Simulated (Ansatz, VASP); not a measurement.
# One calculation of Ba2O, two programs

```xyz
6
Lattice="6.1035 0.0000 0.0000 0.0000 6.1035 0.0000 0.0000 0.0000 6.1035" Properties=species:S:1:pos:R:3 pbc="T T T"
Ba    1.5259    1.5259    1.5259
Ba    1.5259    4.5776    4.5776
Ba    4.5776    4.5776    1.5259
Ba    4.5776    1.5259    4.5776
O     0.0000    0.0000    0.0000
O     3.0518    3.0518    3.0518
```

Alike in both runs: functional PBE; k mesh 6 × 6 × 6; occupations gaussian, width 0.1 eV; no spin polarisation.

Ansatz relaxed the structure, and its values are those at the end. VASP's run is a single point on that final structure, the one shown.

|  | VASP | Ansatz |
| --- | --- | --- |
| version | VASP 6.6.1 | Ansatz 0.2.0 |
| potentials or method | VASP PAW PBE potentials, release 64 (Ba_sv, O) | scalar-relativistic, plane waves, PAW |
| plane-wave cutoff (eV) | 520 | 420 |
| valence electrons in the cell | 52 | 52 |

VASP gave:

* gap on the k mesh at the Fermi level (eV): none
* pressure (GPa): 0.8

Problem. Estimate Ansatz's values.

Solution. gap on the k mesh at the Fermi level (eV): none; pressure (GPa): 0.0.

A gap of «none» marks a metal or a gap that the smearing closes. With one functional, cell and mesh, what is left measures potentials, basis and numerics.

Spin-orbit coupling is left out, which matters for the levels of Ba.
